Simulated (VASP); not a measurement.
Here is a VASP 6.6.1 calculation.

The input INCAR:

```
SYSTEM = Te
  ALGO = Normal
  EDIFF = 1E-6
  EDIFFG = -0.003
  ENCUT = 400
  IBRION = 2
  ISIF = 3
  ISMEAR = 0
  LASPH = .TRUE.
  LCHARG = .FALSE.
  LREAL = .FALSE.
  LWAVE = .FALSE.
  NELM = 100
  NSW = 40
  PREC = Accurate
  PSTRESS = 40
  SIGMA = 0.03
```

The input KPOINTS:

```
k-points
0
G
  9 9 6
  0 0 0
```

File POSCAR:

```
Te
1.0
    4.4540000000      0.0000000000      0.0000000000
   -2.2270000000      3.8572771485      0.0000000000
    0.0000000000      0.0000000000      5.9240000000
Te
3
Direct
    0.2690000000      0.0000000000      0.3333333333
    0.0000000000      0.2690000000      0.6666666667
    0.7310000000      0.7310000000      0.0000000000
```

Potentials or basis: VASP PAW LDA potentials, release 64 (Te).

Command:

```console
$ cat potpaw_LDA.64/Te/POTCAR > POTCAR
$ mpirun -np 1 vasp_std > vasp.out
```

(1) Predict the space group after relaxing (to 0.05 Å).

(2) Estimate the relaxed volume.

(3) Estimate the relaxed cell.

(4) Estimate the band gap on the k mesh.

Results:

(1) P3_121 (No. 152).

(2) 28.86 Å³/atom.

(3) a = 4.104 Å, b = 4.104 Å, c = 5.937 Å, α = 90.00°, β = 90.00°, γ = 120.00°.

(4) none (metal or under the smearing width).

Caveat: the cell is relaxed towards a set pressure, so the enthalpy falls and the energy may rise.
